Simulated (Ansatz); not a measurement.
**Al3Ni2 (P-3m1), axial (c/a) deformation path**

Computed with DFT PBEsol, scalar-relativistic, plane waves, PAW in Ansatz. Cutoff 420 eV, Γ-centred 18×18×12 k-points, Gaussian smearing of 0.15 eV. No spin polarisation. A magnetic state may lie lower. Energies are free energies at this smearing, counted from the undisturbed cell; pressure is positive in compression.

The starting cell (relaxed at this level):

```
Al Ni
1.0
     4.00314    0.00000    0.00000
    -2.00157    3.46682    0.00000
     0.00000    0.00000    4.85946
Al Ni
3 2
Direct
  0.00000 0.00000 0.00000
  0.33333 0.66667 0.64778
  0.66667 0.33333 0.35222
  0.33333 0.66667 0.14557
  0.66667 0.33333 0.85443
```

At fixed volume and fractional coordinates, lengths along (0.000, 0.000, 1.000) are scaled against those across it; ρ is that ratio over its starting value. The cell is metallic on the mesh throughout.

```tsv
ρ	ΔE (meV/atom)	pressure (GPa)
0.850	208.7	5.4
0.920	50.6	1.6
1.000	0.0	0.0
1.100	50.9	0.6
1.200	166.7	2.7
```

Cost: 5 runs of about 3.4 core-minutes in all, on Arm Neoverse V2 (shared hosts).